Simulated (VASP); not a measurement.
Write the native input for VASP 6.6.1 that does the following.

```yaml
Task: work function
Functional: PBE
Dispersion: D3(BJ)
Potentials_or_basis: VASP PAW PBE potentials, release 64 (Ag)
Cutoff: 520 eV
k_mesh: 13 × 13 × 1
Occupations: methfessel-paxton, width 0.1 eV
Spin: no spin polarisation
Dipole_correction: yes
Further_INCAR_settings: ALGO = Normal; EDIFF = 1e-06
```

The structure of Ag lies in POSCAR:

```
Ag                                      
1.0
    2.8778255700      0.0000000000      0.0000000000
   -1.4389128400      2.4922700900      0.0000000000
    0.0000000000      0.0000000000     28.5994853900
  Ag            
     3
Selective dynamics
Direct
     0.0000000000000000    0.0000000000000000    0.4178396900000010   F   F   F
     0.6666669999999968    0.3333330000000032    0.5008492634481895   T   T   T
     0.3333330000000032    0.6666669999999968    0.5840352035188117   T   T   T
```

The cell was built by a generator and needn't be a form met in nature.

These files were run (other wordings do the same):

INCAR

```
SYSTEM = Ag
  PREC = Accurate
  ENCUT = 520
  EDIFF = 1E-6
  ISMEAR = 1
  SIGMA = 0.1
  LREAL = .FALSE.
  LASPH = .TRUE.
  NELM = 80
  ALGO = Normal
  ISIF = 2
  LWAVE = .FALSE.
  LCHARG = .TRUE.
  LDIPOL = .TRUE.
  IDIPOL = 3
  DIPOL = 0.5 0.5 0.500
  GGA = PE
  IVDW = 12
  LVHAR = .TRUE.
  LVACPOTAV = .TRUE.
  KPAR = 2
```

KPOINTS

```
regular mesh
0
G
  13 13 1
  0 0 0
```

Potentials or basis: VASP PAW PBE potentials, release 64 (Ag).

Launch:

```bash
$ cat potpaw_PBE.64/Ag/POTCAR > POTCAR
$ mpirun -np 2 vasp_std > vasp.out
```

Results of the run:

```
Largest force                   : 0.015 eV/Å
Band gap on the k mesh          : none (metal or under the smearing width)
Dispersion energy per atom      : -0.406 eV
Work function of the upper face : 4.52 eV
Work function of the lower face : 4.51 eV
```

It took 46 s on 2 MPI ranks on Intel(R) Xeon(R) Platinum 8488C (Sapphire Rapids) (shared host), peak memory 0.37 GiB a rank.
